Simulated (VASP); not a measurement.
# C in VASP: relaxation of cell and atoms with PBE

Aim: the relaxation of cell and atoms of C with PBE.

All numbers are computed with VASP 6.6.1; they aren't measurements. Logs are shortened: lines on timing, memory, paths and dates and some standing lists are left out, and cuts for length are marked.

## 1. Starting point

The cell holds a slab with vacuum, 2 atoms: a = 2.467 Å, b = 2.467 Å, c = 18.000 Å, α = 90.00°, β = 90.00°, γ = 120.00°.

The slab is cut from a database's or a generator's crystal, which needn't be the stable form of the element.

## 2. Relaxation of cell and atoms, PBE

Contents of INCAR:

```
SYSTEM = C
PREC = Accurate
ENCUT = 600
EDIFF = 1E-7
ISMEAR = 0
SIGMA = 0.03
LREAL = .FALSE.
LASPH = .TRUE.
NELM = 80
ALGO = Normal
ISIF = 3
LWAVE = .FALSE.
LCHARG = .FALSE.
GGA = PE
IBRION = 2
NSW = 90
EDIFFG = -0.005
LATTICE_CONSTRAINTS = .TRUE. .TRUE. .FALSE.
```

Contents of KPOINTS:

```
Automatic mesh
0
G
  15 15 1
  0 0 0
```

Contents of POSCAR:

```
C                                       
1.0
    2.4668882611     -0.0000000000      0.0000000000
   -1.2334441305      2.1363879027      0.0000000000
    0.0000000000      0.0000000000     18.0000000000
  C             
     2
Direct
     0.0000000000000000    0.0000000000000000    0.5000000000000000
     0.6666666699999979    0.3333333400000029    0.5000000000000000
```

Potentials or basis: VASP PAW PBE potentials, release 64 (C).

Run with:

```bash
cat potpaw_PBE.64/C/POTCAR > POTCAR
mpirun -np 1 vasp_std > vasp.out
```

OUTCAR:

```text
SYSTEM = C
   PREC = Accurate
   ENCUT = 600
   EDIFF = 1E-7
   ISMEAR = 0
   LREAL = .FALSE.
   LASPH = .TRUE.
   NELM = 80
   ISIF = 3
   GGA = PE
   IBRION = 2
   NSW = 90
   EDIFFG = -0.005

 ion  position               nearest neighbor table
   1  0.000  0.000  0.500-   2 1.42   2 1.42   2 1.42
   2  0.667  0.333  0.500-   1 1.42   1 1.42   1 1.42

  LATTYP: Found a hexagonal cell.
 ALAT       =     2.4668882611
 C/A-ratio  =     7.2966417992

  Lattice vectors:

 A1 = (   2.4668882611,   0.0000000000,   0.0000000000)
 A2 = (  -1.2334441305,   2.1363879027,   0.0000000000)
 A3 = (   0.0000000000,   0.0000000000,  18.0000000000)

Analysis of symmetry for initial positions (statically):
=====================================================================
 Subroutine PRICEL returns:
 Original cell was already a primitive cell.

 Routine SETGRP: Setting up the symmetry group for a
 hexagonal supercell.

 Subroutine GETGRP returns: Found 24 space group operations
 (whereof 12 operations were pure point group operations)
 out of a pool of 24 trial point group operations.

The static configuration has the point symmetry D_3h.
 The point group associated with its full space group is D_6h.

Analysis of symmetry for dynamics (positions and initial velocities):
=====================================================================
 Subroutine PRICEL returns:
 Original cell was already a primitive cell.

 Routine SETGRP: Setting up the symmetry group for a
 hexagonal supercell.

 Subroutine GETGRP returns: Found 24 space group operations
 (whereof 12 operations were pure point group operations)
 out of a pool of 24 trial point group operations.

The dynamic configuration has the point symmetry D_3h.
 The point group associated with its full space group is D_6h.

 Subroutine INISYM returns: Found 24 space group operations
 (whereof 12 operations are pure point group operations),
 and found     1 'primitive' translations

----------------------------------------------------------------------------------------

                                     Primitive cell

  volume of cell :      94.8641

  direct lattice vectors                    reciprocal lattice vectors
     2.466888261  0.000000000  0.000000000     0.405368989  0.234039895  0.000000000
    -1.233444130  2.136387903  0.000000000     0.000000000  0.468079790  0.000000000
     0.000000000  0.000000000 18.000000000     0.000000000  0.000000000  0.055555556

  length of vectors
     2.466888261  2.466888261 18.000000000     0.468079790  0.468079790  0.055555556

  position of ions in fractional coordinates (direct lattice)
[... 83 lines left out ...]
   IBRION =      2    ionic relax: 0-MD 1-quasi-New 2-CG
   NFREE  =      1    steps in history (QN), initial steepest desc. (CG)
   ISIF   =      3    stress and relaxation
   ISYM   =      2    0-nonsym 1-usesym 2-fastsym
   POTIM  = 0.5000    time-step for ionic-motion
   TEBEG  =    0.0;   TEEND  =   0.0 temperature during run
   PSTRESS=    0.0 pullay stress
   NELECT =       8.0000    total number of electrons
   NUPDOWN=      -1.0000    fix difference up-down
   EMIN   =  10.00;   EMAX   =-10.00  energy-range for DOS
   EFERMI =   0.00;   METHOD = LEGACY
   ISMEAR =     0;   SIGMA  =   0.03  broadening in eV -4-tet -1-fermi 0-gaus
   EFERMI_NEDOS =   21; number of points for ismear=-14 and -15
   IALGO  =     38    algorithm
   IMIX   =      4    mixing-type and parameters
     AMIX     =   0.40;   BMIX     =  1.00
     AMIX_MAG =   1.60;   BMIX_MAG =  1.00
  volume/ion in A,a.u.               =      47.43       320.09
  Fermi-wavevector in a.u.,A,eV,Ry     =   0.717911  1.356656  7.012397  0.515397
  Thomas-Fermi vector in A             =   1.806714
   LORBIT       =      0    0 simple, 1 ext, 2 COOP (PROOUT), +10 PAW based schemes
   GGA     = PE    functional components
   LHFCALC =     F    Hartree Fock is set to
   AEXX    =    0.0000 exact exchange contribution
   IVDW    =     0    specifies the selected vdW correction
   LEPSILON=     F    determine dielectric tensor
   LRPA    =     F    only Hartree local field effects (RPA)
 conjugate gradient relaxation of ions
 non-spin polarized calculation
 Gauss-broadening in eV      SIGMA  =   0.03
  energy-cutoff  :      600.00
  volume of cell :       94.86
 maximum number of plane-waves:      3225
 NGX is ok and might be reduce to    20
   NGX =  9   NGY =  9   NGZ = 71

 number of electron       8.0000001 magnetization

 Free energy of the ion-electron system (eV)
  ---------------------------------------------------
  ext. energy  EPLUGINS =         0.00000000
  ---------------------------------------------------
  free energy    TOTEN  =       -18.45309190 eV

  energy without entropy =      -18.45279100  energy(sigma->0) =      -18.45294145

 E-fermi :  -2.5805     XC(G=0):  -2.3937

 val. band max:       -2.5804909606   @ k =   0.3333   0.3333   0.0000
 cond. band min:      -2.5804906291   @ k =   0.3333   0.3333   0.0000
 fundamental gap:      0.0000003315
 Fermi energy:        -2.5804907948

 k-point     1 :       0.0000    0.0000    0.0000
  band No.  band energies     occupation
      1     -22.0943      2.00000
      2     -10.1903      2.00000
      3      -5.6276      2.00000
      4      -5.6276      2.00000
      5       0.6839      0.00000
      6       1.5060      0.00000
      7       1.9238      0.00000
      8       3.1126      0.00000
[... 243 lines left out ...]
 k-point    24 :       0.4000    0.2000    0.0000
  band No.  band energies     occupation
      1     -16.2523      2.00000
      2     -15.2606      2.00000
      3     -11.4230      2.00000
      4      -4.0804      2.00000
      5      -1.2829      0.00000
      6       8.2126      0.00000
      7       8.7420      0.00000
      8       9.3189      0.00000

 [... further k-points ...]
[... 5 lines left out ...]
  --------------------------------------------------------------------------------------
  -------------------------------------------------------------------------------------
  Total        0.0000851      0.0000851     -0.0376146      0.0000000      0.0000000      0.0000000
  in kB        0.0014372      0.0014372     -0.6352798      0.0000000      0.0000000      0.0000000
  external PRESSURE =      -0.2108018 kB  Pullay stress =       0.0000000 kB

 VOLUME and BASIS-vectors are now :
 -----------------------------------------------------------------------------
  energy-cutoff  :      600.00
  volume of cell :       94.86
      direct lattice vectors                 reciprocal lattice vectors
     2.466888261  0.000000000  0.000000000     0.405368989  0.234039895  0.000000000
    -1.233444130  2.136387903  0.000000000     0.000000000  0.468079790  0.000000000
     0.000000000  0.000000000 18.000000000     0.000000000  0.000000000  0.055555556

 POSITION                                       TOTAL-FORCE (eV/Angst)
 -----------------------------------------------------------------------------------
      0.00000      0.00000      9.00000         0.000000     -0.000000      0.000000
      1.23344      0.71213      9.00000        -0.000000      0.000000      0.000000
 -----------------------------------------------------------------------------------
    total drift:                               -0.000001     -0.000002      0.000000

  FREE ENERGIE OF THE ION-ELECTRON SYSTEM (eV)
  ---------------------------------------------------
  free  energy   TOTEN  =       -18.4530919003 eV

  energy  without entropy=      -18.4527909992  energy(sigma->0) =      -18.45294145

 reached required accuracy - stopping structural energy minimisation
```

CONTCAR:

```text
C
   1.00000000000000
     2.4668882610999998    0.0000000000000000    0.0000000000000000
    -1.2334441304999999    2.1363879027000001    0.0000000000000000
     0.0000000000000000    0.0000000000000000   18.0000000000000000
  C
     2
Direct
     0.0000000000000000    0.0000000000000000    0.5000000000000000
     0.6666666699999979    0.3333333400000029    0.5000000000000000

  0.00000000E+00  0.00000000E+00  0.00000000E+00
  0.00000000E+00  0.00000000E+00  0.00000000E+00
```

Wall time 17 s (1 thread of Intel Xeon 6975P-C (Granite Rapids), shared host); peak memory 0.22 GiB.

What came out:

- Free energy: -18.4531 eV
- Band gap on the k mesh: none (metal or under the smearing width)

Final structure:
```yaml
crystal:
  lattice:
    - [2.46689, 0.00000, 0.00000]
    - [-1.23344, 2.13639, 0.00000]
    - [0.00000, 0.00000, 18.00000]
  atoms:
    - { symbol: C, position: [0.00000, 0.00000, 0.50000] }
    - { symbol: C, position: [0.66667, 0.33333, 0.50000] }
```

Caveat: the relaxation stopped at its first step, so nothing moved.
